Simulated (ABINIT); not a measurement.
Input of an ABINIT 10.8.3 (patched build) run:

The input run.abi:

```
pp_dirpath "./"
pseudos "Zr.LDA_PW-JTH.xml, C.LDA_PW-JTH.xml"

acell 3*1.0
rprim
     0.0000000000     4.4692022847     4.4692022847
     4.4692022847     0.0000000000     4.4692022847
     4.4692022847     4.4692022847     0.0000000000
ntypat 2
znucl 40 6
natom 2
typat 1 2
xred
     0.5000000000     0.5000000000     0.5000000000
     0.0000000000     0.0000000000     0.0000000000

ecut 20.0
pawecutdg 40.0

kptopt 1
ngkpt 4 4 4
nshiftk 1
shiftk 0.0 0.0 0.0

ixc 7

nband 12
occopt 3
tsmear 0.00183747

nstep 100
tolvrs 1.0e-9

iomode 3
prtwf 0
prtden 0
prteig 0
prtebands 0
enunit 1
```

Potentials or basis: JTH PAW LDA v2.0.

Command:

```bash
$ abinit run.abi > log 2>&1
```

Problem. What does it give for the band gap on the k mesh?

Solution. None (metal or under the smearing width).

Problem. Predict the pressure.

Solution. -13.5 GPa.

Caveat: the k mesh is coarse (spacing up to 0.58 Å⁻¹), so the values aren't converged.
